**Q:** I have computed energies for eleven zincblende compounds, and I want to know how strongly MgS, ZnS and ZnSe are bound before I look up theirs. Can the known rows tell me?

Zincblende compounds (space group F-43m), each relaxed within its starting symmetry. Ansatz 0.2.0, plane-wave PAW, PBE, scalar-relativistic, no spin polarisation; cutoff 420 eV, Gamma-centred k meshes, Gaussian smearing. Energies are relative to the elements' standard states in PBE; valence electrons are per formula unit, with the d shell counted for Zn and Cd.

| formula | element on site A | Z A | element on site B | Z B | difference of Pauling electronegativities | valence electrons | volume per atom (Å³) | shortest distance (Å) | k mesh | smearing width | energy over elements (eV/atom) |
| --- | --- | --- | --- | --- | --- | --- | --- | --- | --- | --- | --- |
| MgS | Mg | 12 | S | 16 | ? | 8 | 23.11 | 2.467 | 8×8×8 | 0.02 eV | ? |
| ZnS | Zn | 30 | S | 16 | ? | 18 | 20.16 | 2.357 | 10×10×10 | 0.02 eV | ? |
| ZnSe | Zn | 30 | Se | 34 | ? | 18 | 23.54 | 2.482 | 8×8×8 | 0.02 eV | ? |
| GaN | Ga | 31 | N | 7 | 1.23 | 8 | 11.76 | 1.970 | 8×8×6 | 0.02 eV | -0.437 |
| GaP | Ga | 31 | P | 15 | 0.38 | 8 | 20.85 | 2.384 | 8×8×8 | 0.05 eV | -0.432 |
| GaAs | Ga | 31 | As | 33 | 0.37 | 8 | 23.71 | 2.488 | 10×10×10 | 0.03 eV | -0.352 |
| GaSb | Ga | 31 | Sb | 51 | 0.24 | 8 | 29.99 | 2.691 | 16×16×16 | 0.15 eV | -0.166 |
| CdS | Cd | 48 | S | 16 | 0.89 | 18 | 26.02 | 2.566 | 8×8×8 | 0.02 eV | -0.658 |
| CdSe | Cd | 48 | Se | 34 | 0.86 | 18 | 29.74 | 2.683 | 10×10×10 | 0.02 eV | -0.633 |
| CdTe | Cd | 48 | Te | 52 | 0.41 | 18 | 36.22 | 2.865 | 10×10×10 | 0.02 eV | -0.465 |
| InP | In | 49 | P | 15 | 0.41 | 8 | 26.46 | 2.581 | 8×8×6 | 0.02 eV | -0.244 |
| InAs | In | 49 | As | 33 | 0.4 | 8 | 29.60 | 2.679 | 16×16×16 | 0.15 eV | -0.244 |
| InSb | In | 49 | Sb | 51 | 0.27 | 8 | 36.51 | 2.873 | 12×12×12 | 0.1 eV | -0.128 |
| SnTe | Sn | 50 | Te | 52 | 0.14 | 10 | 47.09 | 3.127 | 8×8×8 | 0.03 eV | -0.038 |

**A:** They can, if you first say what is being compared. The energy over elements is the energy of the compound less that of its elements in their standard states, per atom. A more negative value means that more energy is released when the compound forms, here in PBE at zero temperature. PBE usually makes this energy too small for sulfides, so we are forecasting PBE values, and measured heats are expected to be larger. It doesn't tell whether zincblende is the best structure for the compound, and for MgS it is well known that rocksalt is preferred.

**Q:** Then I would start from electronegativity. Cadmium binds sulfur more strongly than selenium, and tellurium least, in the order of the electronegativity differences.

**A:** That is the right start, and there is a reason for it. When two unlike atoms bond, charge moves to the more electronegative one. The amount that moves grows with the difference Δχ, and so does the energy won by each bit of charge. The gain therefore grows roughly as the square of Δχ. Pauling built his scale on this: an unlike bond is stronger than the mean of the two like bonds by about (Δχ)² in eV.

**Q:** How do I get from a bond to a crystal?

**A:** Count bonds by valence, not by neighbours: two per formula unit for a metal of group 2 or 12, three for one of group 13. A formula unit has two atoms, so the energy per atom is −a × (bonds/2) × (Δχ)². Pauling's scale asks for a constant a near 1 eV. A fit to nine of the known rows gives 0.96 ± 0.13, so the old rule has about the right size here. It remains a rough rule, since a metal isn't held together by single bonds.

**Q:** Why nine rows and not eleven?

**A:** SnTe has ten valence electrons in the table where the bonds need eight, so it carries an extra pair that the rule doesn't know. The cadmium compounds show 18 only because their filled d shell is counted. GaN is left out because of its reference. The rule compares GaN with singly bonded nitrogen, but the element is N₂, whose triple bond is far stronger and has to be paid for.

**Q:** Is that payment large enough to matter?

**A:** It is the largest failure in the table. The rule would put GaN at −2.19 eV per atom, and the calculation gives −0.437, hardly deeper than GaP. The usual allowance for N₂ is roughly 1.2 eV per atom of GaN, which covers about two thirds of the discrepancy and leaves the rest unexplained. The PBE energies here carry no correction for gases, which may be part of that rest. A series of oxides would suffer less, because the bond in O₂ is weaker: zinc oxide is well known to be bound much more strongly than zinc sulfide.

**Q:** For MgS the rule should then be safe, since the atoms in solid sulfur are joined by single bonds.

**A:** Safer, but MgS lies far outside the range of the fit. Its Δχ is 1.27, and the square is 1.613. With two bonds for two atoms the energy is −0.965 × 1.613, or **−1.56 eV per atom**. I would allow an error of 0.5 eV either way, as a judgement and not as a statistical limit.

**Q:** I tried a straight line in Δχ instead. It fits the same nine rows better than your square does.

**A:** It does, with a typical error of 0.08 eV per atom against 0.15. For MgS it gives about −0.98, just outside my range, so the computed value will show which of the two is the better guide there. I keep the square because it follows from how the scale is defined. The line, which also leaves out the count of bonds, does better mainly because some weakly polar compounds are bound more strongly than the square allows.

**Q:** Which ones, and why?

**A:** CdTe is the worst. Its Δχ is only 46% of that of CdS, but the Bader charge on its atoms, taken from the same calculations, is still 62%. The compound is thus more polar than Pauling's numbers suggest, which may explain part of the miss. It can't be the whole story, because the Bader charge in InSb is also larger than its Δχ suggests, and yet InSb lies close to the rule. GaP, GaAs and GaSb are also bound more strongly than the square gives, whereas the three indium compounds lie close to it.

**Q:** So gallium has something that indium lacks. GaP is bound more strongly than InP although its Δχ is slightly smaller.

**A:** Gallium is the smaller atom, and its bonds are shorter by about 0.19 Å. Shorter bonds usually mean better overlap of the orbitals and so stronger covalent binding, which Δχ doesn't measure. The gain depends on the partner, though: 0.19 eV per atom in the phosphide, 0.11 in the arsenide and only 0.04 in the antimonide. The table shows this decline but doesn't explain it, since the bonds shorten by nearly the same amount each time.

**Q:** Zinc stands to cadmium as gallium stands to indium. Could I carry that gain over?

**A:** Yes, and the bond lengths support it: from cadmium to zinc they shrink by about 0.20 Å, almost the same amount. Because the gain depends on the anion, take it from the anion of the same row, phosphorus for sulfur and arsenic for selenium. For ZnS, start from CdS at −0.658 and add the step from InP to GaP, which is −0.188. The sum is −0.846 eV per atom.

**Q:** And ZnSe?

**A:** The same recipe, with CdSe and the step from InAs to GaAs. My forecasts are **−0.85 eV per atom for ZnS and −0.74 for ZnSe**, each with an error of 0.15. MgS should be the deepest of the three and ZnSe the shallowest, and both zinc compounds should lie below their cadmium partners.

**Q:** How do you know that a step can be moved from one family to another?

**A:** I can test only a similar move. If you predict CdSe from CdS, or CdTe from CdSe, by borrowing the change of anion from the gallium or indium compounds, you are never off by more than 0.06 eV per atom. No known pair of rows tests the change of metal itself. That step also contains the binding of the pure metals, which needn't change alike in the two families, so my error bar is wider than the test suggests.

**Q:** Then let us look.

The withheld rows as computed:

| formula | element on site A | Z A | element on site B | Z B | difference of Pauling electronegativities | valence electrons | volume per atom (Å³) | shortest distance (Å) | k mesh | smearing width | energy over elements (eV/atom) |
| --- | --- | --- | --- | --- | --- | --- | --- | --- | --- | --- | --- |
| MgS | Mg | 12 | S | 16 | 1.27 | 8 | 23.11 | 2.467 | 8×8×8 | 0.02 eV | -1.430 |
| ZnS | Zn | 30 | S | 16 | 0.93 | 18 | 20.16 | 2.357 | 10×10×10 | 0.02 eV | -0.822 |
| ZnSe | Zn | 30 | Se | 34 | 0.9 | 18 | 23.54 | 2.482 | 8×8×8 | 0.02 eV | -0.713 |

**Q:** All three lie within your ranges, and in the order you gave. Which one taught you the most?

**A:** MgS. The square was too deep by 0.13 eV per atom, about 9% of the computed −1.43, while the straight line was too shallow by 0.45. The curve that fitted the known rows better was thus the worse guide for MgS, far outside their range. The printed output below gives both fits, each made on the nine rows without GaN and SnTe.

**Q:** Does that prove the square?

**A:** No, one compound can't do that. MgS is also the only row whose metal has no d electrons at all, so some other property of magnesium may have helped. What the result does show is that MgS is bound much more strongly than the line allows. That polarity is the reason is argued from the scale, not shown by this one row.

**Q:** Why was the square too deep?

**A:** It was already too deep for CdS and CdSe, by about 0.1 eV per atom. The fit has a single constant, and the weakly polar compounds that are bound more strongly than the rule gives pull that constant upwards. The strongly polar ones then come out too deep. This probably accounts for much of the miss in MgS, but a rule with one constant can't settle it.

**Q:** And the zinc compounds?

**A:** Both forecasts were too deep by less than 0.03 eV per atom. When we moved the anion steps we met errors of up to 0.06, so I wouldn't look for a separate cause. The step to the smaller metal did carry over, and it was again larger with the lighter anion: 0.16 eV per atom from CdS to ZnS, and 0.08 from CdSe to ZnSe. This doesn't show that the cause is the same. Δχ rises from cadmium to zinc, which by the fitted square is worth about 0.07 eV per atom in both pairs, whereas it falls slightly from indium to gallium. Part of the agreement may therefore be luck, and for ZnS the square alone, with −0.83, would have done just as well.

**Q:** If I need such an estimate at work, which way should I take?

**A:** Use a close relative if you have one, and change one atom at a time, with the step taken from a pair that differs in a similar way. The known energy of the relative should then already hold much of the covalent part, which electronegativity misses. Without a close relative, the square of Δχ gives the rough size for a strongly polar compound, but for a weakly polar one it can be badly off, as CdTe shows. In either case check the elements first, because a strongly bound one such as N₂ can take back much of what is gained in the crystal.

The analysis program printed:

```
fit of ef on 9 rows (octet): coefficient of polar -0.9647 +/- 0.13; rms 0.145, worst CdTe 0.303, leave-one-out rms 0.161
  rows outside the fit (model, value, miss): MgS -1.556, -1.43, -0.126; ZnS -0.8344, -0.822, -0.0124; ZnSe -0.7814, -0.713, -0.0684; GaN -2.189, -0.437, -1.75; SnTe -0.01891, -0.038, 0.0191
fit of ef on 9 rows (octet): coefficient of dchi -0.7735 +/- 0.057; rms 0.0842, worst CdTe 0.148, leave-one-out rms 0.0908
  rows outside the fit (model, value, miss): MgS -0.9823, -1.43, 0.448; ZnS -0.7193, -0.822, 0.103; ZnSe -0.6961, -0.713, 0.0169; GaN -0.9514, -0.437, -0.514; SnTe -0.1083, -0.038, -0.0703
Energy step from InP to GaP, eV/atom: -0.188
Energy step from InAs to GaAs, eV/atom: -0.108
Energy step from InSb to GaSb, eV/atom: -0.038
Mean bond shortening from In to Ga (phosphide and arsenide), Å: 0.194
Mean bond shortening from Cd to Zn (sulfide and selenide), Å: 0.205
Test, CdSe from CdS by the In step, forecast less computed, eV/atom: -0.025
Test, CdSe from CdS by the Ga step, forecast less computed, eV/atom: 0.055
Test, CdTe from CdSe by the In step, forecast less computed, eV/atom: -0.052
Test, CdTe from CdSe by the Ga step, forecast less computed, eV/atom: 0.018
Bader charge of CdTe over that of CdS: 0.615
Electronegativity difference of CdTe over that of CdS: 0.4607
Forecast for MgS (error bar 0.5), eV/atom: -1.556
Forecast for ZnS (error bar 0.15), eV/atom: -0.846
Forecast for ZnSe (error bar 0.15), eV/atom: -0.741
Computed ZnS, eV/atom: -0.822
Computed ZnSe, eV/atom: -0.713
ZnS forecast less computed, eV/atom: -0.024
ZnSe forecast less computed, eV/atom: -0.028
```
